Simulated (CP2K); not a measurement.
Runs of CP2K 2026.2 on InPd. It takes space group Fm-3m (No. 225, cubic). The conventional cell has a = 5.492 Å, b = 5.492 Å, c = 5.492 Å, α = 90.00°, β = 90.00°, γ = 90.00°. In (site symmetry m-3m) has 6 Pd at 2.75 Å as nearest neighbours. Pd (site symmetry m-3m) has 6 In at 2.75 Å as nearest neighbours. The cell was built by a generator and needn't be a form met in nature.

| task | level | potentials or basis | smearing | EPS_DEFAULT | NGRIDS | points a segment of the path (NPOINTS) | bands added on the path | CUTOFF of the grids | gap on the mesh (eV) | pressure (GPa) |
| --- | --- | --- | --- | --- | --- | --- | --- | --- | --- | --- |
| band structure | r2SCAN | POTENTIAL_UZH In GTH-SCAN-q13, Pd GTH-SCAN-q18; TZVP-MOLOPT-SCAN-GTH basis | fermi-dirac 0.01 eV | 1.0E-9 | 4 | 6 | 4 | 675 Ry | none | (a) |
| band structure | TB-mBJ | POTENTIAL_UZH In GTH-PBE-q13, Pd GTH-PBE-q18; TZVP-MOLOPT-PBE-GTH basis | fermi-dirac 0.0259 eV | 1.0E-9 | 4 | 10 | 4 | 750 Ry | none | - |
| band structure | LDA | GTH_POTENTIALS In GTH-PADE-q13, Pd GTH-PADE-q18; TZVP-MOLOPT-PBE-GTH basis | fermi-dirac 0.05 eV | 1.0E-10 | 5 | 10 | 4 | 500 Ry | none | -9.3 |
| band structure | PBEsol | POTENTIAL_UZH In GTH-PBE-q13, Pd GTH-PBE-q18; TZVP-MOLOPT-PBE-GTH basis | fermi-dirac 0.1 eV | 1.0E-9 | 5 | 10 | 4 | 500 Ry | none | -3.9 |
| single point | PBE | POTENTIAL_UZH In GTH-PBE-q13, Pd GTH-PBE-q18; TZVP-MOLOPT-PBE-GTH basis | fermi-dirac 0.05 eV | 1.0E-10 | 5 | - | - | 500 Ry | none | 1.1 |

Alike in all rows: no spin polarisation; cell as given; k mesh 8 × 8 × 8.

Task: Estimate the missing entries.

Result: (a) -1.1.

Caveats: the basis of atomic orbitals isn't converged, which shifts pressures, moduli and gaps; the potentials were made for another functional, which shifts forces and pressure (some runs); this is a model potential without an energy functional, so only levels have meaning (some runs).

A k mesh can miss the band edges, and the runs leave out spin-orbit coupling on In, Pd.

A gap of «none» marks a metal or a gap under the smearing width.

Not every run made on this cell is shown here.
